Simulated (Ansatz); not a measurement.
# SiO2: the cost of one run

Computed with Ansatz 0.2.0 (DFT PBE, scalar-relativistic, plane waves, PAW, unless a step's input says otherwise).

### 1 Starting point

It takes space group I-42d (No. 122, tetragonal). The conventional cell has a = 4.748 Å, b = 4.748 Å, c = 7.488 Å, α = 90.00°, β = 90.00°, γ = 90.00°. Si (site symmetry -4) has 4 O at 1.62 Å as nearest neighbours. Around O (site symmetry 2) lie 2 Si at 1.62 Å.

As a file:

```cif
data_structure
_symmetry_space_group_name_H-M 'P 1'
_symmetry_Int_Tables_number 1
_cell_length_a 9.4962
_cell_length_b 9.4962
_cell_length_c 10.0578
_cell_angle_alpha 118.170
_cell_angle_beta 118.170
_cell_angle_gamma 90.000
_cell_volume 675.25
loop_
_atom_site_label
_atom_site_type_symbol
_atom_site_fract_x
_atom_site_fract_y
_atom_site_fract_z
_atom_site_occupancy
Si1 Si 0.00000 0.00000 0.00000 1
Si2 Si 0.00000 0.00000 0.50000 1
Si3 Si 0.50000 0.00000 0.50000 1
Si4 Si 0.50000 0.00000 0.00000 1
Si5 Si 0.00000 0.50000 0.50000 1
Si6 Si 0.00000 0.50000 0.00000 1
Si7 Si 0.50000 0.50000 0.00000 1
Si8 Si 0.50000 0.50000 0.50000 1
Si9 Si 0.12500 0.37500 0.25000 1
Si10 Si 0.12500 0.37500 0.75000 1
Si11 Si 0.62500 0.37500 0.75000 1
Si12 Si 0.62500 0.37500 0.25000 1
Si13 Si 0.12500 0.87500 0.75000 1
Si14 Si 0.12500 0.87500 0.25000 1
Si15 Si 0.62500 0.87500 0.25000 1
Si16 Si 0.62500 0.87500 0.75000 1
O1 O 0.31250 0.49919 0.37500 1
O2 O 0.31250 0.49919 0.87500 1
O3 O 0.81250 0.49919 0.87500 1
O4 O 0.81250 0.49919 0.37500 1
O5 O 0.31250 0.99919 0.87500 1
O6 O 0.31250 0.99919 0.37500 1
O7 O 0.81250 0.99919 0.37500 1
O8 O 0.81250 0.99919 0.87500 1
O9 O 0.12419 0.18750 0.12500 1
O10 O 0.12419 0.18750 0.62500 1
O11 O 0.62419 0.18750 0.62500 1
O12 O 0.62419 0.18750 0.12500 1
O13 O 0.12419 0.68750 0.62500 1
O14 O 0.12419 0.68750 0.12500 1
O15 O 0.62419 0.68750 0.12500 1
O16 O 0.62419 0.68750 0.62500 1
O17 O 0.06250 0.37581 0.37500 1
O18 O 0.06250 0.37581 0.87500 1
O19 O 0.56250 0.37581 0.87500 1
O20 O 0.56250 0.37581 0.37500 1
O21 O 0.06250 0.87581 0.87500 1
O22 O 0.06250 0.87581 0.37500 1
O23 O 0.56250 0.87581 0.37500 1
O24 O 0.56250 0.87581 0.87500 1
O25 O 0.00081 0.43750 0.12500 1
O26 O 0.00081 0.43750 0.62500 1
O27 O 0.50081 0.43750 0.62500 1
O28 O 0.50081 0.43750 0.12500 1
O29 O 0.00081 0.93750 0.62500 1
O30 O 0.00081 0.93750 0.12500 1
O31 O 0.50081 0.93750 0.12500 1
O32 O 0.50081 0.93750 0.62500 1
```

The runs take a perfect supercell of 48 atoms; the defect goes to fractional position (0.000, 0.000, 0.000).

### 2 The perfect supercell

Input file input.yaml:

```yaml
crystal:
  lattice:
    - [9.4962, 0.0, 0.0]
    - [0.0, 9.4962, 0.0]
    - [-4.7481, -4.7481, 7.488]
  atoms:
    - { symbol: Si, position: [0.0, 0.0, 0.0] }
    - { symbol: Si, position: [0.0, 0.0, 0.5] }
    - { symbol: Si, position: [0.5, 0.0, 0.5] }
    - { symbol: Si, position: [0.5, 0.0, 0.0] }
    - { symbol: Si, position: [0.0, 0.5, 0.5] }
    - { symbol: Si, position: [0.0, 0.5, 0.0] }
    - { symbol: Si, position: [0.5, 0.5, 0.0] }
    - { symbol: Si, position: [0.5, 0.5, 0.5] }
    - { symbol: Si, position: [0.125, 0.375, 0.25] }
    - { symbol: Si, position: [0.125, 0.375, 0.75] }
    - { symbol: Si, position: [0.625, 0.375, 0.75] }
    - { symbol: Si, position: [0.625, 0.375, 0.25] }
    - { symbol: Si, position: [0.125, 0.875, 0.75] }
    - { symbol: Si, position: [0.125, 0.875, 0.25] }
    - { symbol: Si, position: [0.625, 0.875, 0.25] }
    - { symbol: Si, position: [0.625, 0.875, 0.75] }
    - { symbol: O, position: [0.3125, 0.49919, 0.375] }
    - { symbol: O, position: [0.3125, 0.49919, 0.875] }
    - { symbol: O, position: [0.8125, 0.49919, 0.875] }
    - { symbol: O, position: [0.8125, 0.49919, 0.375] }
    - { symbol: O, position: [0.3125, 0.99919, 0.875] }
    - { symbol: O, position: [0.3125, 0.99919, 0.375] }
    - { symbol: O, position: [0.8125, 0.99919, 0.375] }
    - { symbol: O, position: [0.8125, 0.99919, 0.875] }
    - { symbol: O, position: [0.12419, 0.1875, 0.125] }
    - { symbol: O, position: [0.12419, 0.1875, 0.625] }
    - { symbol: O, position: [0.62419, 0.1875, 0.625] }
    - { symbol: O, position: [0.62419, 0.1875, 0.125] }
    - { symbol: O, position: [0.12419, 0.6875, 0.625] }
    - { symbol: O, position: [0.12419, 0.6875, 0.125] }
    - { symbol: O, position: [0.62419, 0.6875, 0.125] }
    - { symbol: O, position: [0.62419, 0.6875, 0.625] }
    - { symbol: O, position: [0.0625, 0.37581, 0.375] }
    - { symbol: O, position: [0.0625, 0.37581, 0.875] }
    - { symbol: O, position: [0.5625, 0.37581, 0.875] }
    - { symbol: O, position: [0.5625, 0.37581, 0.375] }
    - { symbol: O, position: [0.0625, 0.87581, 0.875] }
    - { symbol: O, position: [0.0625, 0.87581, 0.375] }
    - { symbol: O, position: [0.5625, 0.87581, 0.375] }
    - { symbol: O, position: [0.5625, 0.87581, 0.875] }
    - { symbol: O, position: [0.00081, 0.4375, 0.125] }
    - { symbol: O, position: [0.00081, 0.4375, 0.625] }
    - { symbol: O, position: [0.50081, 0.4375, 0.625] }
    - { symbol: O, position: [0.50081, 0.4375, 0.125] }
    - { symbol: O, position: [0.00081, 0.9375, 0.625] }
    - { symbol: O, position: [0.00081, 0.9375, 0.125] }
    - { symbol: O, position: [0.50081, 0.9375, 0.125] }
    - { symbol: O, position: [0.50081, 0.9375, 0.625] }
basis:
  ecutwfc: 420
  fft_grid_basis: typed
kpoints:
  mp_grid: { grid: [2, 2, 2] }
hamiltonian:
  xc: pbe
  pseudopotentials: { kind: paw }
scf:
  occupations: { method: gaussian, width: 0.05 }
output:
  forces: true
  stress: false
  eigenvalues: true
  bader: false
  write_density: true
  volumetric_format: npy
```

Launch:

```bash
ansatz run input.yaml --threads 4 --pin off --max-ram 10240MiB --backend cpu --events-out ev --progress --plain --runs-dir out
```

What time and memory should one allow on 4 threads of Arm Neoverse V2, shared host?

About 5.3 s, with a peak of 2.3 GiB.
